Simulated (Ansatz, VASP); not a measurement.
**One calculation of Al, two programs**

Contents of INCAR:

```
SYSTEM = Al
PREC = Accurate ; ENCUT = 520
EDIFF = 1E-6 ; ISMEAR = -1
SIGMA = 0.05 ; LREAL = .FALSE.
LASPH = .TRUE. ; NELM = 60
ALGO = Normal ; ISIF = 2
LWAVE = .FALSE. ; LCHARG = .FALSE.
NBANDS = 8
```

The input KPOINTS:

```
Automatic mesh
0
G
  19 19 19
  0 0 0
```

POSCAR

```
Al
1.0
   -1.6177882346      1.6177882346      1.6177882346
    1.6177882346     -1.6177882346      1.6177882346
    1.6177882346      1.6177882346     -1.6177882346
Al
1
Direct
    0.0000000000      0.0000000000      0.0000000000
```

Input for Ansatz:

```yaml
crystal:
  lattice:
    - [-1.6177882346, 1.6177882346, 1.6177882346]
    - [1.6177882346, -1.6177882346, 1.6177882346]
    - [1.6177882346, 1.6177882346, -1.6177882346]
  atoms:
    - { symbol: Al, position: [0.0, 0.0, 0.0] }
kpoints:
  mp_grid: { grid: [19, 19, 19] }
  band_path:
    path:
      - [0.0, 0.0, 0.0]
      - [0.5, -0.5, 0.5]
      - [0.0, 0.0, 0.5]
      - [0.0, 0.0, 0.0]
      - [0.25, 0.25, 0.25]
      - [0.5, -0.5, 0.5]
      - [0.25, 0.25, 0.25]
      - [0.0, 0.0, 0.5]
    npoints: 5
scf:
  occupations: { method: fermi_dirac, width: 0.05 }
hamiltonian:
  xc: lda
  pseudopotentials: { kind: all_electron, lapw: { basis_error: 0.0005 } }
output:
  forces: true
  stress: true
  eigenvalues: true
```

Alike in both runs: task single point; functional LDA; k mesh 19 × 19 × 19; occupations fermi-dirac, width 0.05 eV; no spin polarisation.

```csv
,VASP,Ansatz
version,VASP 6.6.1,Ansatz 0.2.0
potentials or method,"VASP PAW LDA potentials, release 64 (Al)","all-electron LAPW, scalar-relativistic"
plane-wave cutoff (eV),520,see its input
```

|  | VASP | Ansatz | Ansatz less VASP |
| --- | --- | --- | --- |
| pressure (GPa) | -2.9 | -2.9 | -0.02 |

Ansatz ran all-electron here, so the differences hold the error of VASP's frozen core and of both bases.
